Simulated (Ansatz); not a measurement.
# ZrB2 (P6/mmm) in Ansatz: elastic constants with PBEsol

Aim: the elastic constants of ZrB2 with PBEsol.

All numbers are computed with Ansatz 0.2.0; they aren't measurements. Logs are shortened: lines on timing, memory, paths and dates and some standing lists are left out, and cuts for length are marked.

### Step 1. The structure

The structure is hexagonal, space group P6/mmm (No. 191). The conventional cell has a = 3.170 Å, b = 3.170 Å, c = 3.533 Å, α = 90.00°, β = 90.00°, γ = 120.00°. Zr (site symmetry 6/mmm) has 12 B at 2.54 Å as nearest neighbours. Around B (site symmetry -6m2) lie 3 B at 1.83 Å.

### Step 2. Elastic constants, PBEsol

File input.yaml:

```yaml
crystal:
  lattice:
    - [3.17, 0.0, 0.0]
    - [-1.585, 2.74530053, 0.0]
    - [0.0, 0.0, 3.533]
  atoms:
    - { symbol: Zr, position: [0.0, 0.0, 0.0] }
    - { symbol: B, position: [0.6666666667, 0.3333333333, 0.5] }
    - { symbol: B, position: [0.3333333333, 0.6666666667, 0.5] }
hamiltonian:
  xc: pbesol
  pseudopotentials: { kind: paw }
kpoints:
  mp_grid: { grid: [7, 7, 6] }
scf:
  occupations: { method: fermi_dirac, width: 0.05 }
output:
  forces: true
  stress: true
elastic:
  mode: clamped_ion
  stencil: two_point
```

Potentials or basis: Ansatz PAW.

Launch:

```sh
$ ansatz run input.yaml --threads 2 --pin off --max-ram 5632MiB --backend cpu --events-out ev --progress --plain --runs-dir out
```

The log of the run:

```text
Warning: RAYON_NUM_THREADS=2 ignored (pool sized by the plan → 2); use --threads N
Engine: ansatz 0.2.0, aarch64-unknown-linux-gnu
Pseudopotentials: kind: paw
Pseudopotential: Zr, paw, valence charge 12, recommended cutoff 420 eV (normal), Zr.paw.azcp
Pseudopotential: B, paw, valence charge 3, recommended cutoff 420 eV (normal), B.paw.azcp
Functional definition: PBEsol
  exchange = pbesol_x
  correlation = pbesol_c
Crystal: 3 atoms, lattice volume = 30.746 Å³
Basis set: ecut = 420 eV, 575 PW (Γ), exchange–correlation on 48×48×48 points (8 copies of the dense FFT grid, shifted against one another)
Bands: 13, of which v1, the nominal top of the filled ones, is band 9 counted from 1 (8 counted from 0)
Symmetry: 24 space group operations
Space group: P6/mmm (ITA 191), of the structure as read, at distance tolerance 3.1e-5 Å
k-points: 32 of 294
Non-local potential: Zr, projectors of the file, l = 0: 3, l = 1: 2, l = 2: 2, l = 3: 2
Non-local potential: B, projectors of the file, l = 0: 2, l = 1: 2, l = 2: 1
PAW form: soft (Blöchl's): semilocal exchange-correlation on the pseudo side does not see the compensation charge
PAW frozen core: Zr, regenerated for the run's functional, and the local potential with it (the file was generated under x = pbe(κ = 0.804, μ = 0.2195149727645171), c = pbe(β = 0.06672455060314922))
PAW frozen core: B, regenerated for the run's functional, and the local potential with it (the file was generated under x = pbe(κ = 0.804, μ = 0.2195149727645171), c = pbe(β = 0.06672455060314922))
PAW one-centre angular grid: Zr, 590 points (default); XC on 64 Gauss nodes
PAW one-centre angular grid: B, 110 points (default); XC on 64 Gauss nodes
Initial density: superposition of atomic densities (neutral atoms: chi_scale 0, normalization atom), corrected by the library's trained network
Initial wavefunctions: pseudopotential atomic-orbital guess
Functional: x = pbesol(κ = 0.804, μ = 0.12345679012345678), c = pbesol(β = 0.046)
SCF iter   1: F=—  HF=-4437.212063 eV  |F-HF|=—  |Δ(HF+E_count)|=         —  Δρ=5.21e-3  dr2=1.35e-2  ethr=1.77e-3  ⟨swp⟩=5.1  Hψ=2062  notcnv=0
preconditioner: auto → none  [insulator: Δε(μ)=0.213 eV  Ē_g=16.883 eV  σ=0.050 eV  W_gap=0.56  n_scr=8 (ndim 8)  ℏωp=26.8 eV  f_vac=0.000  D(μ)=0.33/eV (n_scr^D=0)  ε∞_Penn≈3.5]
SCF iter   2: F=—  HF=-4437.208325 eV  |F-HF|=—  |Δ(HF+E_count)|=   3.74e-3  Δρ=1.80e-3  dr2=1.29e-3  ethr=7.51e-5  ⟨swp⟩=1.0  Hψ=673  notcnv=0
SCF iter   3: F=—  HF=-4437.208001 eV  |F-HF|=—  |Δ(HF+E_count)|=   3.25e-4  Δρ=2.93e-4  dr2=8.50e-6  ethr=7.18e-6  ⟨swp⟩=2.0  Hψ=565  notcnv=0
SCF iter   4: F=—  HF=-4437.208017 eV  |F-HF|=—  |Δ(HF+E_count)|=   1.58e-5  Δρ=8.85e-5  dr2=7.11e-7  ethr=4.72e-8  ⟨swp⟩=2.1  Hψ=700  notcnv=0
SCF iter   5: F=—  HF=-4437.208018 eV  |F-HF|=—  |Δ(HF+E_count)|=   1.30e-6  Δρ=4.39e-6  dr2=5.39e-9  ethr=3.95e-9  ⟨swp⟩=1.0  Hψ=416  notcnv=0
SCF iter   6: F=—  HF=-4437.208018 eV  |F-HF|=—  |Δ(HF+E_count)|=  9.84e-10  Δρ=7.99e-7  dr2=1.32e-10  ethr=3.00e-11  ⟨swp⟩=2.1  Hψ=624  notcnv=0
SCF iter   7: F=—  HF=-4437.208018 eV  |F-HF|=—  |Δ(HF+E_count)|=  1.82e-11  Δρ=1.18e-7  dr2=3.15e-12  ethr=7.33e-13 (applied; sched 1.00e-12)  ⟨swp⟩=2.0  Hψ=698  notcnv=0
SCF iter   8: F=-4437.208018 eV  HF=-4437.208018 eV  |F-HF|=1.82e-12  |Δ(HF+E_count)|=  1.82e-12  Δρ=1.13e-8  dr2=2.05e-14  ethr=1.00e-12  ⟨swp⟩=4.2  Hψ=1418  notcnv=0
SCF 1 converged in 8 iterations: F = -4437.208018 eV  dr2 = 2.05e-14
Crystal: 3 atoms, lattice volume = 30.685 Å³
Basis set: ecut = 420 eV, 567 PW (Γ), exchange–correlation on 48×48×48 points (8 copies of the dense FFT grid, shifted against one another)
Symmetry: 8 space group operations
k-points: 64 of 294
Initial density: handed on by an earlier stage of this run
Initial wavefunctions: those handed on with the density
iter 1 solved again at ethr=3.57e-7 eV; its pass at ethr=3.10e-3 eV (dr2=6.43e-5 eV) is discarded
SCF iter   1: F=—  HF=-4437.209198 eV  |F-HF|=—  |Δ(HF+E_count)|=         —  Δρ=3.83e-4  dr2=6.53e-5  ethr=3.57e-7  ⟨swp⟩=2.5  Hψ=5392  notcnv=0
preconditioner: auto → none  [metal: Δε(μ)=0.175 eV  Ē_g=16.904 eV  σ=0.050 eV  W_gap=0.49  n_scr=8 (ndim 8)  ℏωp=26.8 eV  f_vac=0.000  D(μ)=0.34/eV (n_scr^D=0)]
SCF iter   2: F=—  HF=-4437.209192 eV  |F-HF|=—  |Δ(HF+E_count)|=   5.51e-6  Δρ=1.27e-4  dr2=5.90e-6  ethr=3.57e-7  ⟨swp⟩=2.5  Hψ=1097  notcnv=0
SCF iter   3: F=—  HF=-4437.209191 eV  |F-HF|=—  |Δ(HF+E_count)|=   1.39e-6  Δρ=1.54e-5  dr2=3.49e-8  ethr=3.28e-8  ⟨swp⟩=2.0  Hψ=1087  notcnv=0
SCF iter   4: F=—  HF=-4437.209191 eV  |F-HF|=—  |Δ(HF+E_count)|=   4.81e-7  Δρ=2.24e-6  dr2=8.47e-10  ethr=1.94e-10  ⟨swp⟩=2.4  Hψ=1376  notcnv=0
SCF iter   5: F=—  HF=-4437.209191 eV  |F-HF|=—  |Δ(HF+E_count)|=  5.28e-11  Δρ=2.84e-7  dr2=1.20e-11  ethr=4.70e-12  ⟨swp⟩=2.6  Hψ=1260  notcnv=0
SCF iter   6: F=—  HF=-4437.209191 eV  |F-HF|=—  |Δ(HF+E_count)|=  1.82e-12  Δρ=3.72e-8  dr2=3.62e-13  ethr=6.65e-14 (applied; sched 1.00e-12)  ⟨swp⟩=2.2  Hψ=1219  notcnv=0
SCF iter   7: F=-4437.209191 eV  HF=-4437.209191 eV  |F-HF|=1.82e-12  |Δ(HF+E_count)|=  9.09e-13  Δρ=6.84e-9  dr2=1.42e-14  ethr=1.00e-12  ⟨swp⟩=4.0  Hψ=2782  notcnv=0
SCF 2 converged in 7 iterations: F = -4437.209191 eV  dr2 = 1.42e-14
Crystal: 3 atoms, lattice volume = 30.808 Å³
iter 1 solved again at ethr=1.31e-11 eV; its pass at ethr=3.10e-3 eV (dr2=2.36e-9 eV) is discarded
[... 30 lines left out ...]
SCF iter   2: F=—  HF=-4437.207936 eV  |F-HF|=—  |Δ(HF+E_count)|=   8.53e-6  Δρ=7.39e-5  dr2=1.54e-6  ethr=5.80e-8  ⟨swp⟩=2.0  Hψ=1895  notcnv=0
SCF iter   3: F=—  HF=-4437.207936 eV  |F-HF|=—  |Δ(HF+E_count)|=   2.71e-8  Δρ=6.64e-6  dr2=4.64e-9  ethr=8.57e-9  ⟨swp⟩=2.4  Hψ=1893  notcnv=0
SCF iter   4: F=—  HF=-4437.207936 eV  |F-HF|=—  |Δ(HF+E_count)|=  9.30e-10  Δρ=3.67e-7  dr2=8.75e-12  ethr=2.58e-11  ⟨swp⟩=2.4  Hψ=1907  notcnv=0
SCF iter   5: F=—  HF=-4437.207936 eV  |F-HF|=—  |Δ(HF+E_count)|=  8.19e-12  Δρ=4.55e-8  dr2=1.80e-13  ethr=1.00e-12  ⟨swp⟩=4.9  Hψ=4120  notcnv=0
SCF iter   6: F=-4437.207936 eV  HF=-4437.207936 eV  |F-HF|=9.09e-13  |Δ(HF+E_count)|=  9.09e-13  Δρ=6.57e-9  dr2=2.51e-14  ethr=1.00e-12  ⟨swp⟩=4.0  Hψ=3481  notcnv=0
SCF 6 converged in 6 iterations: F = -4437.207936 eV  dr2 = 2.51e-14
iter 1 solved again at ethr=3.93e-12 eV; its pass at ethr=3.10e-3 eV (dr2=7.07e-10 eV) is discarded
SCF iter   1: F=—  HF=-4437.207922 eV  |F-HF|=—  |Δ(HF+E_count)|=         —  Δρ=3.94e-6  dr2=8.61e-10  ethr=3.93e-12  ⟨swp⟩=3.1  Hψ=8024  notcnv=0
preconditioner: auto → none  [insulator: Δε(μ)=0.185 eV  Ē_g=16.894 eV  σ=0.050 eV  W_gap=0.51  n_scr=8 (ndim 8)  ℏωp=26.8 eV  f_vac=0.000  D(μ)=0.34/eV (n_scr^D=0)  ε∞_Penn≈3.5]
SCF iter   2: F=—  HF=-4437.207936 eV  |F-HF|=—  |Δ(HF+E_count)|=   1.37e-5  Δρ=1.96e-6  dr2=1.53e-10  ethr=3.93e-12  ⟨swp⟩=2.0  Hψ=1932  notcnv=0
SCF iter   3: F=—  HF=-4437.207936 eV  |F-HF|=—  |Δ(HF+E_count)|=  3.54e-10  Δρ=2.38e-7  dr2=2.38e-12  ethr=8.49e-13 (applied; sched 1.00e-12)  ⟨swp⟩=2.0  Hψ=1790  notcnv=0
SCF iter   4: F=-4437.207936 eV  HF=-4437.207936 eV  |F-HF|=1.82e-12  |Δ(HF+E_count)|=  5.46e-12  Δρ=2.51e-8  dr2=4.15e-14  ethr=1.00e-12  ⟨swp⟩=3.0  Hψ=4648  notcnv=0
SCF 7 converged in 4 iterations: F = -4437.207936 eV  dr2 = 4.15e-14
SCF converged after 8 iterations
Free energy (F): -4437.208018 eV
Harris-Foulkes:  -4437.208018 eV  (|F-HF|=1.82e-12)
Internal energy: -4437.205129 eV  (E = F + TS)
E sigma→0 (E₀):  -4437.206573 eV
Entropy (-TS):   -0.002889 eV (-0.963 meV/atom)
Fermi energy:    15.493246 eV
--- Per-component energies (eV) ---
  E_band       = -26.176596
  E_kinetic    = 434.738111
  E_local      = -558.003126  (includes V_loc(G=0)·N_el)
  E_nonlocal   = 102.225923
  E_hartree    = 175.992701
  E_xc         = -227.450850
  E_vxc        = -270.567348  (∫ρ·V_xc dr)
  E_paw        = -3050.718424  (= ΣΔE_a)
  E_vpaw       = -86.555574  (= ΣTr[D̂ρ^β])
  E_aug_tail   = 0.000015  (compensation charges beyond the density's cutoff)
  E_ewald      = -1314.184620
  E_core_change = 0.195142  (= ΣΔE_core)
  E_smearing   = -0.002889  (= −TS)
  E_closure    = -0.000000  (closes the sum)
  Σ components = -4437.208018   (vs F -4437.208018, Δ=0.00e0)
--- Forces (eV/Å), atoms counted from 1 ---
  atom   1  Zr    -0.00000000     0.00000000     0.00000000
  atom   2  B     -0.00000000    -0.00000000     0.00000000
  atom   3  B      0.00000000     0.00000000     0.00000000
  max |Σ_I F_I| component: 3.70e-17 eV/Å
--- Stress (GPa, compression-positive) ---
       -3.728071       0.000000       0.000000
       -0.000000      -3.728071       0.000000
        0.000000       0.000000      -4.717031
  P = ⅓ Tr σ = -4.0577 GPa (-40.577 kbar)
--- Band table (eV; the first three rows and the last of 32) ---
  k-point 0: bands = ["-32.8108", "-11.0392", "-10.4705", "-10.4705", "2.9886", "13.0695", "13.0695", "13.0729", "13.3685", "19.0814", "19.0814", "19.8861", "19.8861"]
  k-point 1: bands = ["-32.8059", "-11.1349", "-10.4639", "-10.4639", "3.3917", "11.4146", "13.3295", "13.3295", "14.9136", "17.6956", "17.6956", "19.0968", "19.0968"]
  k-point 2: bands = ["-32.7960", "-11.3197", "-10.4508", "-10.4508", "4.3704", "9.6500", "14.0595", "14.0595", "16.4395", "16.4395", "16.5763", "17.5122", "17.5122"]
  k-point 31: bands = ["-32.6644", "-11.1778", "-11.1397", "-10.9407", "6.3600", "7.7339", "10.8363", "12.8865", "12.9265", "19.6142", "21.2500", "21.5802", "22.0075"]
--- Elastic constants: 3 strain directions × 2 members + reference (group order 24) ---
  dense FFT box of the reference and of every strained cell: 24×24×24
  strains applied: 11, 33, 23; error gains: componentwise 1.00 (the most a stress slope's error grows in a printed constant), spectral 1.41 (1 for all six strains in a standard setting)
  C = ∂σ_k/∂η_j (tension-positive GPa; Voigt order 11 22 33 23 13 12):
       564.977     44.461    117.072      0.000      0.000      0.000
        44.461    564.977    117.072      0.000      0.000      0.000
       116.047    116.047    423.447      0.000      0.000     -0.000
         0.000      0.000      0.000    251.461     -0.000      0.000
         0.000      0.000      0.000     -0.000    251.461      0.000
        -0.000      0.000      0.000      0.000      0.000    260.258
  reference stress σ⁰ (GPa):      3.728      3.728      4.717     -0.000     -0.000     -0.000
  C* (energy form; C + prestress term) asymmetry max|C*_kj − C*_jk| = 3.623e-2 GPa — a small one proves nothing (zero by symmetry where the batch's group is 432, −43m or m−3m); a large one is finite-difference/SCF noise where every solve meets its electron count
  moduli (Voigt/Reuss/Hill, GPa): K = 234.28/233.20/233.74   G = 237.69/230.14/233.91   E = 526.21   ν = 0.125
  mechanically stable: yes (min eigenvalue of sym C = 251.46 GPa)
  strain η (Voigt 11):  stress-route row diagonal C_11 = 564.98 GPa, energy-path curvature d²(F+E_count+ΔE)/dδ²/Ω₀ = 564.73 GPa
         δ    σ_11 (GPa)             F (eV)   n_scf  n_hpsi   n_pw
    -2.000e-3       2.5909       -4437.2091906       7   15027    613
     2.000e-3       4.8508       -4437.2063879       6   13576    614
  strain η (Voigt 33):  stress-route row diagonal C_33 = 423.45 GPa, energy-path curvature d²(F+E_count+ΔE)/dδ²/Ω₀ = 423.98 GPa
         δ    σ_33 (GPa)             F (eV)   n_scf  n_hpsi   n_pw
    -2.000e-3       3.8648       -4437.2096622       7    7375    613
     2.000e-3       5.5586       -4437.2060796       4    6173    613
  strain η (Voigt 23):  stress-route row diagonal C_44 = 251.46 GPa, energy-path curvature d²(F+E_count+ΔE)/dδ²/Ω₀ = 249.42 GPa
         δ    σ_23 (GPa)             F (eV)   n_scf  n_hpsi   n_pw
    -2.000e-3      -0.5029       -4437.2079358       6   21866    613
     2.000e-3       0.5029       -4437.2079358       4   17518    613
```

It took 5.9 s on 2 threads of Arm Neoverse V1, shared host; peak memory 0.34 GiB.

Results:

```yaml
Free_energy: -4437.2080 eV
Pressure: -4.1 GPa
Band_gap_on_the_k_mesh: none (metal or under the smearing width)
Voigt_bulk_modulus: 234 GPa
```

Stress tensor (GPa, compression positive):
```
-3.73  0.00  0.00
 0.00 -3.73  0.00
 0.00  0.00 -4.72
```

Elastic tensor in Voigt notation (GPa, ions clamped, in the Cartesian axes of the cell as first typed):
```
565  44 117   0   0   0
 44 565 117   0   0   0
116 116 423   0   0   0
  0   0   0 251   0   0
  0   0   0   0 251   0
  0   0   0   0   0 260
```

Caveat: the cell is more than 3 GPa from zero pressure, which shifts response properties; elastic constants of metals need much finer meshes, so these are rough; the PAW data sets come from PBE, with cores solved anew for the run's functional, which leaves a small shift of forces and pressure.
